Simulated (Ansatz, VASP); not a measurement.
## SiO2 in VASP and in Ansatz

```xyz
9
Lattice="5.1054 0.0000 0.0000 -2.5527 4.4214 0.0000 0.0000 0.0000 5.5851" Properties=species:S:1:pos:R:3 pbc="T T T"
Si   -1.2763    2.2107    3.7234
Si    1.2763    2.2107    1.8617
Si    2.5527    0.0000    0.0000
O     2.5527    2.5819    2.7925
O    -0.9597    3.5017    4.6542
O     0.9597    3.5017    0.9308
O     0.0000    1.8395    2.7925
O     3.5123    0.9197    4.6542
O     1.5930    0.9197    0.9308
```

Alike in both runs: functional PBE; k mesh 6 × 6 × 4; occupations gaussian, width 0.02 eV; no spin polarisation.

Ansatz relaxed the structure, and its values are those at the end. VASP's run is a single point on that final structure, the one shown.

|  | VASP | Ansatz |
| --- | --- | --- |
| version | VASP 6.6.1 | Ansatz 0.2.0 |
| potentials or method | VASP PAW PBE potentials, release 64 (Si, O) | scalar-relativistic, plane waves, PAW |
| plane-wave cutoff (eV) | 520 | 420 |
| valence electrons in the cell | 48 | 48 |

```tsv
	VASP	Ansatz	Ansatz less VASP
gap on the k mesh at the Fermi level (eV)	5.55	5.55	+0.002
least direct gap on the mesh (eV)	5.73	5.73	-0.001
pressure (GPa)	0.1	0.0	-0.08
rms of the force components (eV/Å)	0.006	0.000	-0.0058
```

A k mesh can miss the band edges. As with any semilocal functional, this PBE gap is likely too small.
